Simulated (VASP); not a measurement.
Wanted: the native input for a VASP 6.6.1 run.

| Item | Value |
| --- | --- |
| Task | single point |
| Functional | r2SCAN |
| Potentials or basis | VASP PAW PBE potentials, release 64 (Ga_d, N) |
| Cutoff | 520 eV |
| k mesh | 8 × 8 × 5 |
| Occupations | fermi-dirac, width 0.02 eV |
| Spin | no spin polarisation |
| Further INCAR settings | ALGO = Normal; EDIFF = 1e-06 |

The structure of GaN lies in POSCAR:

```
GaN
1.0
    3.1800000000      0.0000000000      0.0000000000
   -1.5900000000      2.7539607840      0.0000000000
    0.0000000000      0.0000000000      5.1660000000
Ga N
2 2
Direct
    0.3333333333      0.6666666667      0.0000000000
    0.6666666667      0.3333333333      0.5000000000
    0.3333333333      0.6666666667      0.3750000000
    0.6666666667      0.3333333333      0.8750000000
```

These files were run (other wordings do the same):

INCAR

```
SYSTEM = GaN
PREC = Accurate
ENCUT = 520
EDIFF = 1E-6
ISMEAR = -1
SIGMA = 0.02
LREAL = .False.
LASPH = .True.
NELM = 80
ALGO = Normal
ISIF = 2
LWAVE = .False.
LCHARG = .False.
METAGGA = R2SCAN
LMIXTAU = .True.
KPAR = 4
```

KPOINTS

```
regular mesh
0
Gamma
  8 8 5
  0 0 0
```

Potentials or basis: VASP PAW PBE potentials, release 64 (Ga_d, N).

Run with:

```bash
$ cat potpaw_PBE.64/Ga_d/POTCAR potpaw_PBE.64/N/POTCAR > POTCAR
$ mpirun -np 4 vasp_std > vasp.out
```

It gave:

```yaml
Pressure: 2.2 GPa
Largest_force: 0.137 eV/Å
Band_gap_on_the_k_mesh: 2.38 eV, direct
```

Caveat: the PAW data sets were made with another functional, which shifts forces and pressure a little.

Run time: 43 s on 4 MPI ranks on AMD EPYC 9R45 96-Core Processor (Zen 5), on a shared host, peak memory 0.15 GiB a rank.
